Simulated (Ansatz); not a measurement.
# Tantalum, fcc under PBEsol: ground state and equation of state, part 2 of 2

The plan for tantalum in the fcc structure: relax it, solve it on a dense k-mesh, then scale the cell to 7 volumes from 88 to 112 % of the relaxed one and try a fit of the equation of state. Spin polarisation is left out. The k-meshes are 13×13×13 for the relaxation; 21×21×21 for the dense run; 21×21×21 for the volumes.

Ansatz 0.2.0; DFT, PBEsol, plane waves (420 eV) with PAW, scalar-relativistic.

### 4 At 88 % of the relaxed volume

This is Ta in the fcc structure; at room conditions it is bcc.

File input.yaml:

```yaml
crystal:
  lattice:
    - [0.0, 2.0010822724, 2.0010822724]
    - [2.0010822724, 0.0, 2.0010822724]
    - [2.0010822724, 2.0010822724, 0.0]
  atoms:
    - { symbol: Ta, position: [0.0, 0.0, 0.0] }
hamiltonian:
  xc: pbesol
  pseudopotentials:
    kind: paw
    azcp:
      Ta: "pseudopotentials/Ta.paw.azcp"
basis:
  ecutwfc: 420
  fft_grid_basis: typed
kpoints:
  mp_grid: { grid: [21, 21, 21], shift: [0, 0, 0] }
magnetization:
  spin_polarized: false
scf:
  occupations: { method: fermi_dirac, width: 0.1 }
output:
  stress: true
```

Log (excerpt; [...] marks lines left out):

```text
Warning: <dir> the record states the generating functional pbe (its physics header spells it `PBE`), which answers neither for hamiltonian.xc's functional nor for the pbesol family's — results may be inconsistent (PPs are generated against a specific XC)
Warning: RAYON_NUM_THREADS=2 ignored (pool sized by the plan → 2); use --threads N
[...]
Pseudopotentials: kind: paw
Pseudopotential: Ta, paw, valence charge 13, recommended cutoff 420 eV (normal), <dir>
Functional definition: PBEsol
[...]
Crystal: 1 atoms, lattice volume = 16.026 Å³
Basis set: ecut = 420 eV, 331 PW (Γ)
Bands: 11, of which v1, the nominal top of the filled ones, is band 7 counted from 1 (6 counted from 0)
Symmetry: 48 space group operations
Space group: Fm-3m (ITA 225), of the structure as read, at distance tolerance 2.5e-5 Å
k-points: 286 of 9261
[...]
SCF iter   1: F=—  HF=-9806.050915 eV  |F-HF|=—  |Δ(HF+E_count)|=         —  Δρ=3.26e-3  dr2=1.13e-3  ethr=1.77e-3  ⟨swp⟩=5.2  Hψ=17607  notcnv=0
[...]
SCF iter   6: F=-9806.050447 eV  HF=-9806.050447 eV  |F-HF|=1.27e-11  |Δ(HF+E_count)|=  4.20e-10  Δρ=3.65e-7  dr2=1.78e-11  ethr=6.73e-12  ⟨swp⟩=1.7  Hψ=9241  notcnv=0
[...]
SCF converged after 6 iterations
Free energy (F): -9806.050447 eV
[...]
E sigma→0 (E₀):  -9806.032520 eV
Entropy (-TS):   -0.035854 eV (-35.854 meV/atom)
Fermi energy:    21.524923 eV
[...]
--- Stress (GPa, compression-positive) ---
       32.756194      -0.000000       0.000000
       -0.000000      32.756194      -0.000000
        0.000000      -0.000000      32.756194
  P = ⅓ Tr σ = 32.7562 GPa (327.562 kbar)
```

It took 2.2 s on 2 threads of an Arm CPU, shared host; peak memory 0.32 GiB.

### 5 At 92 % of the relaxed volume

Changes to input.yaml since step 4:

```diff
@@ -2,5 +2,5 @@
   lattice:
-    - [0.0, 2.0010822724, 2.0010822724]
-    - [2.0010822724, 0.0, 2.0010822724]
-    - [2.0010822724, 2.0010822724, 0.0]
+    - [0.0, 2.0309535759, 2.0309535759]
+    - [2.0309535759, 0.0, 2.0309535759]
+    - [2.0309535759, 2.0309535759, 0.0]
   atoms:
```

Log (excerpt; [...] marks lines left out):

```text
Warning: <dir> the record states the generating functional pbe (its physics header spells it `PBE`), which answers neither for hamiltonian.xc's functional nor for the pbesol family's — results may be inconsistent (PPs are generated against a specific XC)
Warning: RAYON_NUM_THREADS=2 ignored (pool sized by the plan → 2); use --threads N
[...]
[... 3 set-up lines as earlier in the session ...]
[...]
Crystal: 1 atoms, lattice volume = 16.754 Å³
Basis set: ecut = 420 eV, 331 PW (Γ)
Bands: 11, of which v1, the nominal top of the filled ones, is band 7 counted from 1 (6 counted from 0)
[... 2 set-up lines as earlier in the session ...]
k-points: 286 of 9261
[...]
SCF iter   1: F=—  HF=-9806.169072 eV  |F-HF|=—  |Δ(HF+E_count)|=         —  Δρ=2.82e-3  dr2=7.16e-4  ethr=1.77e-3  ⟨swp⟩=5.2  Hψ=17644  notcnv=0
[...]
SCF iter   6: F=-9806.168843 eV  HF=-9806.168843 eV  |F-HF|=1.27e-11  |Δ(HF+E_count)|=  1.91e-10  Δρ=4.69e-7  dr2=2.88e-11  ethr=3.97e-12  ⟨swp⟩=1.0  Hψ=9288  notcnv=0
[...]
SCF converged after 6 iterations
Free energy (F): -9806.168843 eV
[...]
E sigma→0 (E₀):  -9806.150482 eV
Entropy (-TS):   -0.036723 eV (-36.723 meV/atom)
Fermi energy:    20.477788 eV
[...]
--- Stress (GPa, compression-positive) ---
       19.737677       0.000000       0.000000
        0.000000      19.737677       0.000000
        0.000000       0.000000      19.737677
  P = ⅓ Tr σ = 19.7377 GPa (197.377 kbar)
```

Run time: 2.1 s. Hardware: 2 threads of an Arm CPU, shared host; peak memory 0.32 GiB.

### 6 At 96 % of the relaxed volume

Changes to input.yaml since step 5:

```diff
@@ -2,5 +2,5 @@
   lattice:
-    - [0.0, 2.0309535759, 2.0309535759]
-    - [2.0309535759, 0.0, 2.0309535759]
-    - [2.0309535759, 2.0309535759, 0.0]
+    - [0.0, 2.0599711188, 2.0599711188]
+    - [2.0599711188, 0.0, 2.0599711188]
+    - [2.0599711188, 2.0599711188, 0.0]
   atoms:
```

Log (excerpt; [...] marks lines left out):

```text
Warning: <dir> the record states the generating functional pbe (its physics header spells it `PBE`), which answers neither for hamiltonian.xc's functional nor for the pbesol family's — results may be inconsistent (PPs are generated against a specific XC)
Warning: RAYON_NUM_THREADS=2 ignored (pool sized by the plan → 2); use --threads N
[...]
[... 3 set-up lines as earlier in the session ...]
[...]
Crystal: 1 atoms, lattice volume = 17.483 Å³
Basis set: ecut = 420 eV, 331 PW (Γ)
Bands: 11, of which v1, the nominal top of the filled ones, is band 7 counted from 1 (6 counted from 0)
[... 2 set-up lines as earlier in the session ...]
k-points: 286 of 9261
[...]
SCF iter   1: F=—  HF=-9806.233441 eV  |F-HF|=—  |Δ(HF+E_count)|=         —  Δρ=2.54e-3  dr2=4.49e-4  ethr=1.77e-3  ⟨swp⟩=5.1  Hψ=17658  notcnv=0
[...]
SCF iter   6: F=-9806.233351 eV  HF=-9806.233351 eV  |F-HF|=2.91e-11  |Δ(HF+E_count)|=  7.28e-11  Δρ=9.80e-7  dr2=5.14e-11  ethr=2.64e-12  ⟨swp⟩=1.0  Hψ=8628  notcnv=0
[...]
SCF converged after 6 iterations
Free energy (F): -9806.233351 eV
[...]
E sigma→0 (E₀):  -9806.214341 eV
Entropy (-TS):   -0.038019 eV (-38.019 meV/atom)
Fermi energy:    19.515273 eV
[...]
--- Stress (GPa, compression-positive) ---
        8.979117       0.000000       0.000000
        0.000000       8.979117      -0.000000
       -0.000000       0.000000       8.979117
  P = ⅓ Tr σ = 8.9791 GPa (89.791 kbar)
```

It took 2.3 s on 2 threads of an Arm CPU, shared host; peak memory 0.32 GiB.

### 7 At 100 % of the relaxed volume

Changes to input.yaml since step 6:

```diff
@@ -2,5 +2,5 @@
   lattice:
-    - [0.0, 2.0599711188, 2.0599711188]
-    - [2.0599711188, 0.0, 2.0599711188]
-    - [2.0599711188, 2.0599711188, 0.0]
+    - [0.0, 2.0881934083, 2.0881934083]
+    - [2.0881934083, 0.0, 2.0881934083]
+    - [2.0881934083, 2.0881934083, 0.0]
   atoms:
```

Log (excerpt; [...] marks lines left out):

```text
Warning: <dir> the record states the generating functional pbe (its physics header spells it `PBE`), which answers neither for hamiltonian.xc's functional nor for the pbesol family's — results may be inconsistent (PPs are generated against a specific XC)
Warning: RAYON_NUM_THREADS=2 ignored (pool sized by the plan → 2); use --threads N
[...]
[... 3 set-up lines as earlier in the session ...]
[...]
Crystal: 1 atoms, lattice volume = 18.211 Å³
Basis set: ecut = 420 eV, 339 PW (Γ)
Bands: 11, of which v1, the nominal top of the filled ones, is band 7 counted from 1 (6 counted from 0)
[... 2 set-up lines as earlier in the session ...]
k-points: 286 of 9261
[...]
SCF iter   1: F=—  HF=-9806.253317 eV  |F-HF|=—  |Δ(HF+E_count)|=         —  Δρ=2.46e-3  dr2=3.64e-4  ethr=1.77e-3  ⟨swp⟩=5.2  Hψ=17627  notcnv=0
[...]
SCF iter   6: F=-9806.253310 eV  HF=-9806.253310 eV  |F-HF|=1.75e-10  |Δ(HF+E_count)|=   1.96e-9  Δρ=2.42e-6  dr2=3.59e-10  ethr=5.01e-11  ⟨swp⟩=1.9  Hψ=10685  notcnv=0
[...]
SCF converged after 6 iterations
Free energy (F): -9806.253310 eV
[...]
E sigma→0 (E₀):  -9806.233536 eV
Entropy (-TS):   -0.039548 eV (-39.548 meV/atom)
Fermi energy:    18.627040 eV
[...]
--- Stress (GPa, compression-positive) ---
        0.079927      -0.000000      -0.000000
       -0.000000       0.079927      -0.000000
        0.000000       0.000000       0.079927
  P = ⅓ Tr σ = 0.0799 GPa (0.799 kbar)
```

Run time: 2.5 s. Hardware: 2 threads of an Arm CPU, shared host; peak memory 0.32 GiB.

### 8 At 104 % of the relaxed volume

Changes to input.yaml since step 7:

```diff
@@ -2,5 +2,5 @@
   lattice:
-    - [0.0, 2.0881934083, 2.0881934083]
-    - [2.0881934083, 0.0, 2.0881934083]
-    - [2.0881934083, 2.0881934083, 0.0]
+    - [0.0, 2.1156727886, 2.1156727886]
+    - [2.1156727886, 0.0, 2.1156727886]
+    - [2.1156727886, 2.1156727886, 0.0]
   atoms:
```

Log (excerpt; [...] marks lines left out):

```text
Warning: <dir> the record states the generating functional pbe (its physics header spells it `PBE`), which answers neither for hamiltonian.xc's functional nor for the pbesol family's — results may be inconsistent (PPs are generated against a specific XC)
Warning: RAYON_NUM_THREADS=2 ignored (pool sized by the plan → 2); use --threads N
[...]
[... 3 set-up lines as earlier in the session ...]
[...]
Crystal: 1 atoms, lattice volume = 18.940 Å³
Basis set: ecut = 420 eV, 339 PW (Γ)
Bands: 11, of which v1, the nominal top of the filled ones, is band 7 counted from 1 (6 counted from 0)
[... 1 set-up line as earlier in the session ...]
Space group: Fm-3m (ITA 225), of the structure as read, at distance tolerance 2.7e-5 Å
k-points: 286 of 9261
[...]
SCF iter   1: F=—  HF=-9806.236367 eV  |F-HF|=—  |Δ(HF+E_count)|=         —  Δρ=2.55e-3  dr2=4.58e-4  ethr=1.77e-3  ⟨swp⟩=5.1  Hψ=17649  notcnv=0
[...]
SCF iter   6: F=-9806.236394 eV  HF=-9806.236394 eV  |F-HF|=8.91e-11  |Δ(HF+E_count)|=  6.06e-10  Δρ=1.52e-6  dr2=1.54e-10  ethr=1.35e-11  ⟨swp⟩=2.0  Hψ=8914  notcnv=0
[...]
SCF converged after 6 iterations
Free energy (F): -9806.236394 eV
[...]
E sigma→0 (E₀):  -9806.215807 eV
Entropy (-TS):   -0.041173 eV (-41.173 meV/atom)
Fermi energy:    17.804714 eV
[...]
--- Stress (GPa, compression-positive) ---
       -7.289045       0.000000      -0.000000
        0.000000      -7.289045      -0.000000
       -0.000000      -0.000000      -7.289045
  P = ⅓ Tr σ = -7.2890 GPa (-72.890 kbar)
```

It took 2.6 s on 2 threads of an Arm CPU, shared host; peak memory 0.32 GiB.

### 9 At 108 % of the relaxed volume

Changes to input.yaml since step 8:

```diff
@@ -2,5 +2,5 @@
   lattice:
-    - [0.0, 2.1156727886, 2.1156727886]
-    - [2.1156727886, 0.0, 2.1156727886]
-    - [2.1156727886, 2.1156727886, 0.0]
+    - [0.0, 2.1424563001, 2.1424563001]
+    - [2.1424563001, 0.0, 2.1424563001]
+    - [2.1424563001, 2.1424563001, 0.0]
   atoms:
```

Log (excerpt; [...] marks lines left out):

```text
Warning: <dir> the record states the generating functional pbe (its physics header spells it `PBE`), which answers neither for hamiltonian.xc's functional nor for the pbesol family's — results may be inconsistent (PPs are generated against a specific XC)
Warning: RAYON_NUM_THREADS=2 ignored (pool sized by the plan → 2); use --threads N
[...]
[... 3 set-up lines as earlier in the session ...]
[...]
Crystal: 1 atoms, lattice volume = 19.668 Å³
Basis set: ecut = 420 eV, 387 PW (Γ)
Bands: 11, of which v1, the nominal top of the filled ones, is band 7 counted from 1 (6 counted from 0)
[... 2 set-up lines as earlier in the session ...]
k-points: 286 of 9261
[...]
SCF iter   1: F=—  HF=-9806.189009 eV  |F-HF|=—  |Δ(HF+E_count)|=         —  Δρ=2.70e-3  dr2=6.60e-4  ethr=1.77e-3  ⟨swp⟩=5.2  Hψ=17633  notcnv=0
[...]
SCF iter   6: F=-9806.188959 eV  HF=-9806.188959 eV  |F-HF|=1.27e-9  |Δ(HF+E_count)|=   1.89e-8  Δρ=6.54e-6  dr2=2.69e-9  ethr=3.94e-10  ⟨swp⟩=2.6  Hψ=9814  notcnv=0
[...]
SCF converged after 6 iterations
Free energy (F): -9806.188959 eV
[...]
E sigma→0 (E₀):  -9806.167547 eV
Entropy (-TS):   -0.042825 eV (-42.825 meV/atom)
Fermi energy:    17.041145 eV
[...]
--- Stress (GPa, compression-positive) ---
      -13.390854       0.000000      -0.000000
       -0.000000     -13.390854       0.000000
        0.000000       0.000000     -13.390854
  P = ⅓ Tr σ = -13.3909 GPa (-133.909 kbar)
```

It took 3 s on 2 threads of an Arm CPU, shared host; peak memory 0.33 GiB.

### 10 At 112 % of the relaxed volume

Changes to input.yaml since step 9:

```diff
@@ -2,5 +2,5 @@
   lattice:
-    - [0.0, 2.1424563001, 2.1424563001]
-    - [2.1424563001, 0.0, 2.1424563001]
-    - [2.1424563001, 2.1424563001, 0.0]
+    - [0.0, 2.1685863912, 2.1685863912]
+    - [2.1685863912, 0.0, 2.1685863912]
+    - [2.1685863912, 2.1685863912, 0.0]
   atoms:
```

Log (excerpt; [...] marks lines left out):

```text
Warning: <dir> the record states the generating functional pbe (its physics header spells it `PBE`), which answers neither for hamiltonian.xc's functional nor for the pbesol family's — results may be inconsistent (PPs are generated against a specific XC)
Warning: RAYON_NUM_THREADS=2 ignored (pool sized by the plan → 2); use --threads N
[...]
[... 3 set-up lines as earlier in the session ...]
[...]
Crystal: 1 atoms, lattice volume = 20.397 Å³
Basis set: ecut = 420 eV, 411 PW (Γ)
Bands: 11, of which v1, the nominal top of the filled ones, is band 7 counted from 1 (6 counted from 0)
[... 2 set-up lines as earlier in the session ...]
k-points: 286 of 9261
[...]
SCF iter   1: F=—  HF=-9806.116357 eV  |F-HF|=—  |Δ(HF+E_count)|=         —  Δρ=2.84e-3  dr2=9.03e-4  ethr=1.77e-3  ⟨swp⟩=5.1  Hψ=17585  notcnv=0
[...]
SCF iter   6: F=-9806.116243 eV  HF=-9806.116243 eV  |F-HF|=1.10e-9  |Δ(HF+E_count)|=   1.38e-8  Δρ=4.44e-6  dr2=1.91e-9  ethr=2.74e-10  ⟨swp⟩=2.1  Hψ=10354  notcnv=0
[...]
SCF converged after 6 iterations
Free energy (F): -9806.116243 eV
[...]
E sigma→0 (E₀):  -9806.094006 eV
Entropy (-TS):   -0.044473 eV (-44.473 meV/atom)
Fermi energy:    16.330121 eV
[...]
--- Stress (GPa, compression-positive) ---
      -18.436587       0.000000       0.000000
        0.000000     -18.436587       0.000000
        0.000000      -0.000000     -18.436587
  P = ⅓ Tr σ = -18.4366 GPa (-184.366 kbar)
```

Wall time 2.8 s (2 threads of an Arm CPU, shared host); peak memory 0.33 GiB.

### 11 The equation of state

All volumes keep the relaxed shape and fractional coordinates.

```csv
V (Å³/atom),E − E₀ (meV/atom),P from the stress (GPa),P from the fit (GPa)
16.026,201.0,32.76,32.72
16.754,83.0,19.74,19.61
17.483,19.2,8.98,8.82
18.211,0.0,0.08,-0.09
18.940,17.7,-7.29,-7.46
19.668,66.0,-13.39,-13.57
20.397,139.5,-18.44,-18.63
```

A third-order Birch-Murnaghan fit gives V₀ = 18.203 Å³/atom, B₀ = 203 GPa and B₀′ = 3.7; it misses no point by more than 0.02 meV/atom.

Fit and stress differ a little: one follows E(σ → 0), the other the smeared free energy.

### 12 Outcome

What follows sums up all 2 parts.

```
                      quantity                               value
space group (spins left aside)                     Fm-3m (No. 225)
             conventional cell                         a = 4.176 Å
                        volume                      18.211 Å³/atom
             shortest distance                             2.953 Å
               gap on the mesh        none (levels filled in part)
               relative to bcc                       +265 meV/atom
 highest ELF outside the cores  0.66, 1.76 Å from the nearest atom
                   V₀, B₀, B₀′        18.203 Å³/atom, 203 GPa, 3.7
```

In words: The relaxation enlarged the cell by 0.8 % in volume. Against the reference form of tantalum (bcc, computed apart with the same settings) it stands 265 meV/atom higher, so it is far from stable. Levels at the Fermi energy are filled in part, as in a metal. The fitted modulus is 203 GPa. Relaxation kept the symmetry; phonons were not checked.
